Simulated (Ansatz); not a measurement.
**Pd under changes of volume**

One of the cells (14.750 Å³/atom); the others are scaled copies at fixed shape and fractional positions:

```
Pd
1.0
     0.00000    1.94650    1.94650
     1.94650    0.00000    1.94650
     1.94650    1.94650    0.00000
Pd
1
Direct
  0.00000 0.00000 0.00000
```

```yaml
Program: Ansatz 0.2.0
Functional: PBEsol
Potentials_or_basis: Ansatz PAW
Cutoff: "420 eV (not typed: the program's choice for these potentials)"
k_mesh: 12 × 12 × 12
Occupations: fermi-dirac, width 0.05 eV
Spin: no spin polarisation
```

| volume (Å³/atom) | energy over the lowest point (meV/atom) | pressure (GPa) |
| --- | --- | --- |
| 13.865 | 20.93 | 11.0 |
| 14.160 | 5.93 | 5.7 |
| 14.455 | 0.00 | 1.1 |
| 14.750 | ? | ? |
| 15.045 | 10.97 | -6.4 |
| 15.340 | 25.93 | -9.5 |
| 15.635 | 46.15 | -12.2 |

**Question.** What does the run at 14.750 Å³/atom give?

**Answer.** Energy over the lowest point 2.03 meV/atom; pressure -2.9 GPa.

Worked out: A Birch-Murnaghan fit of order 3 (a polynomial in V^(-2/3)) to the other rows has its minimum at 14.52 Å³/atom with B0 = V·E''(V) = 205 GPa and B' = 5.7. It gives 2.03 meV/atom at 14.750 Å³/atom, against the run's 2.03, and -dE/dV = -3.1 GPa, against -2.9.

Energies are extrapolated to zero smearing.

Caveats: the PAW data sets come from PBE, with cores solved anew for the run's functional, which leaves a small shift of forces and pressure.
